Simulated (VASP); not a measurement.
Set up this calculation in VASP 6.6.1, as the native input.

* Task: band structure
* Functional: LAK
* Potentials or basis: VASP PAW PBE potentials, release 64 (Sc_sv, Al)
* Cutoff: 520 eV
* k mesh: 7 × 7 × 7
* Occupations: fermi-dirac, width 0.05 eV
* Spin: no spin polarisation
* Further INCAR settings: ALGO = Normal; EDIFF = 1e-06

The structure of ScAl3 lies in POSCAR:

```
ScAl3
1.0
    4.0878065700      0.0000000000      0.0000000000
    0.0000000000      4.0878065700      0.0000000000
    0.0000000000      0.0000000000      4.0878065700
Sc Al
1 3
Direct
    0.0000000000      0.0000000000      0.0000000000
    0.5000000000      0.5000000000      0.0000000000
    0.0000000000      0.5000000000      0.5000000000
    0.5000000000      0.0000000000      0.5000000000
```

The cell is a database's computed one.

One way to write it, as run:

INCAR

```
SYSTEM = ScAl3
PREC = Accurate
ENCUT = 520
EDIFF = 1E-6
ISMEAR = -1
SIGMA = 0.05
LREAL = .FALSE.
LASPH = .TRUE.
NELM = 100
ALGO = Normal
ISIF = 2
LWAVE = .FALSE.
LCHARG = .FALSE.
LMAXMIX = 4
METAGGA = LAK
LMIXTAU = .TRUE.
```

KPOINTS

```
Automatic mesh
0
G
  7 7 7
  0 0 0
```

KPOINTS_OPT

```
path GXMGRX,MR
15
line-mode
reciprocal
 0.0000000000  0.0000000000  0.0000000000  G
 0.0000000000  0.5000000000  0.0000000000  X

 0.0000000000  0.5000000000  0.0000000000  X
 0.5000000000  0.5000000000  0.0000000000  M

 0.5000000000  0.5000000000  0.0000000000  M
 0.0000000000  0.0000000000  0.0000000000  G

 0.0000000000  0.0000000000  0.0000000000  G
 0.5000000000  0.5000000000  0.5000000000  R

 0.5000000000  0.5000000000  0.5000000000  R
 0.0000000000  0.5000000000  0.0000000000  X

 0.5000000000  0.5000000000  0.0000000000  M
 0.5000000000  0.5000000000  0.5000000000  R
```

Potentials or basis: VASP PAW PBE potentials, release 64 (Sc_sv, Al).

Launch:

```console
$ cat potpaw_PBE.64/Sc_sv/POTCAR potpaw_PBE.64/Al/POTCAR > POTCAR
$ mpirun -np 1 vasp_std > vasp.out
```

It gave:

The pressure is 0.8 GPa and the band gap along the path is none (metal or under the smearing width).

Caveat: the PAW data sets were made with another functional, which shifts forces and pressure a little.

Run time: 2 min on 1 thread of Intel(R) Xeon(R) 6975P-C (Granite Rapids) (shared host), peak memory 0.18 GiB.
